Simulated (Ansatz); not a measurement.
**64-atom supercell of chalcopyrite ZnSiP2**

Wanted: energy, pressure and frontier levels of the defect-free cell (PBEsol, HSE06 and r²SCAN).

Method: density functional theory in Ansatz 0.2.0, PAW datasets, plane waves.

## Step 1: The system as built

64 atoms (16 Zn, 16 Si, 32 P); a = 10.705 Å, b = 10.705 Å, c = 10.445 Å, α = 90.00°, β = 90.00°, γ = 90.00°.

The runs, in order: (2) PBEsol cell relaxation at the single k point (¼, ¼, ¼), on 7 threads; (3) HSE06 single point at the Γ point alone, on 7 threads; (4) r²SCAN single point at the Γ point alone, on 7 threads.

## Step 2: Relaxing cell and atoms with PBEsol

in.yaml reads:

```yaml
crystal:
  lattice:
    - [10.704629, -0.000052, -0.000014]
    - [-0.000052, 10.704629, -0.000014]
    - [-0.000013, -0.000013, 10.445182]
  atoms:
    - { symbol: Zn, position: [0.000000, 0.000000, 0.000000] }
    - { symbol: Zn, position: [0.000000, 0.500000, 0.000000] }
    - { symbol: Zn, position: [0.500000, 0.000000, 0.000000] }
    - { symbol: Zn, position: [0.500000, 0.500000, 0.000000] }
    - { symbol: Zn, position: [0.000000, 0.250000, 0.249999] }
    - { symbol: Zn, position: [0.000000, 0.750000, 0.249999] }
    - { symbol: Zn, position: [0.500000, 0.250000, 0.249999] }
    - { symbol: Zn, position: [0.500000, 0.750000, 0.249999] }
    - { symbol: Zn, position: [0.250000, 0.000000, 0.749999] }
    - { symbol: Zn, position: [0.250000, 0.500000, 0.749999] }
    - { symbol: Zn, position: [0.750000, 0.000000, 0.749999] }
    - { symbol: Zn, position: [0.750000, 0.500000, 0.749999] }
    - { symbol: Zn, position: [0.250000, 0.250000, 0.499999] }
    - { symbol: Zn, position: [0.250000, 0.750000, 0.499999] }
    - { symbol: Zn, position: [0.750000, 0.250000, 0.499999] }
    - { symbol: Zn, position: [0.750000, 0.750000, 0.499999] }
    - { symbol: Si, position: [0.000000, 0.000000, 0.500000] }
    - { symbol: Si, position: [0.000000, 0.500000, 0.500000] }
    - { symbol: Si, position: [0.500000, 0.000000, 0.500000] }
    - { symbol: Si, position: [0.500000, 0.500000, 0.500000] }
    - { symbol: Si, position: [0.250000, 0.000000, 0.250000] }
    - { symbol: Si, position: [0.250000, 0.500000, 0.250000] }
    - { symbol: Si, position: [0.750000, 0.000000, 0.250000] }
    - { symbol: Si, position: [0.750000, 0.500000, 0.250000] }
    - { symbol: Si, position: [0.250000, 0.250000, 0.000000] }
    - { symbol: Si, position: [0.250000, 0.750000, 0.000000] }
    - { symbol: Si, position: [0.750000, 0.250000, 0.000000] }
    - { symbol: Si, position: [0.750000, 0.750000, 0.000000] }
    - { symbol: Si, position: [0.000000, 0.250000, 0.750000] }
    - { symbol: Si, position: [0.000000, 0.750000, 0.750000] }
    - { symbol: Si, position: [0.500000, 0.250000, 0.750000] }
    - { symbol: Si, position: [0.500000, 0.750000, 0.750000] }
    - { symbol: P, position: [0.132266, 0.124999, 0.125001] }
    - { symbol: P, position: [0.132266, 0.624999, 0.125001] }
    - { symbol: P, position: [0.632266, 0.124999, 0.125001] }
    - { symbol: P, position: [0.632266, 0.624999, 0.125001] }
    - { symbol: P, position: [0.117734, 0.125000, 0.625001] }
    - { symbol: P, position: [0.117734, 0.625000, 0.625001] }
    - { symbol: P, position: [0.617734, 0.125000, 0.625001] }
    - { symbol: P, position: [0.617734, 0.625000, 0.625001] }
    - { symbol: P, position: [0.367734, 0.375000, 0.125001] }
    - { symbol: P, position: [0.367734, 0.875000, 0.125001] }
    - { symbol: P, position: [0.867734, 0.375000, 0.125001] }
    - { symbol: P, position: [0.867734, 0.875000, 0.125001] }
    - { symbol: P, position: [0.375000, 0.117734, 0.375001] }
    - { symbol: P, position: [0.375000, 0.617734, 0.375001] }
    - { symbol: P, position: [0.875000, 0.117734, 0.375001] }
    - { symbol: P, position: [0.875000, 0.617734, 0.375001] }
    - { symbol: P, position: [0.124999, 0.382266, 0.375001] }
    - { symbol: P, position: [0.124999, 0.882266, 0.375001] }
    - { symbol: P, position: [0.624999, 0.382266, 0.375001] }
    - { symbol: P, position: [0.624999, 0.882266, 0.375001] }
    - { symbol: P, position: [0.125000, 0.367734, 0.875001] }
    - { symbol: P, position: [0.125000, 0.867734, 0.875001] }
    - { symbol: P, position: [0.625000, 0.367734, 0.875001] }
    - { symbol: P, position: [0.625000, 0.867734, 0.875001] }
    - { symbol: P, position: [0.382266, 0.374999, 0.625001] }
    - { symbol: P, position: [0.382266, 0.874999, 0.625001] }
    - { symbol: P, position: [0.882266, 0.374999, 0.625001] }
    - { symbol: P, position: [0.882266, 0.874999, 0.625001] }
    - { symbol: P, position: [0.374999, 0.132266, 0.875001] }
    - { symbol: P, position: [0.374999, 0.632266, 0.875001] }
    - { symbol: P, position: [0.874999, 0.132266, 0.875001] }
    - { symbol: P, position: [0.874999, 0.632266, 0.875001] }
  symmetry: { detect: false }
kpoints:
  mp_grid: { grid: [1, 1, 1], shift: [0.25, 0.25, 0.25] }
hamiltonian:
  xc: pbesol
scf:
  occupations: { method: fermi_dirac, width: 0.01 }
relax:
  f_tol: 0.03
  max_steps: 80
  escape_saddle: false
  adjacent_minimum: "off"
  cell: { fix: [alpha, beta, gamma] }
output:
  forces: true
  eigenvalues: true
  populations: true
```

The runs that follow: Single point with HSE06; r²SCAN on the same atoms.

Q: Predict the outcome of this session. Wanted: for each run, top filled to lowest empty; energy; pressure.

The runs gave:

```
             level                   time   k points  top filled to lowest empty (eV)  energy (eV/atom)  pressure (GPa)
PBEsol, relaxation   39 s (7 CPU threads)  (¼, ¼, ¼)                             1.80        -1345.9381            0.01
             HSE06  5 min (7 CPU threads)          Γ                             1.96        -1367.1930               -
            r²SCAN   25 s (7 CPU threads)          Γ                             1.49        -1371.1003               -
```

| quantity | value |
| --- | --- |
| relaxation | 3 recorded steps, 0.01 eV gained |
| largest shift | 0.00 Å |
| relaxed cell | a = 10.707 Å, b = 10.707 Å, c = 10.443 Å, α = 90.00°, β = 90.00°, γ = 90.00° |

Relaxation gains 0.01 eV and leaves the fractional positions as they were, while the volume changes by +0.0 %. At the same k points, r²SCAN gives a spacing 0.47 eV smaller than the 1.96 eV of HSE06. Rows on different k points differ by sampling as well as by level. The HSE06 single point took about 12 times as long as the r²SCAN one on the same kind of device. With one k point the spacing samples only the states that fold onto it, so it can exceed the gap over the zone.
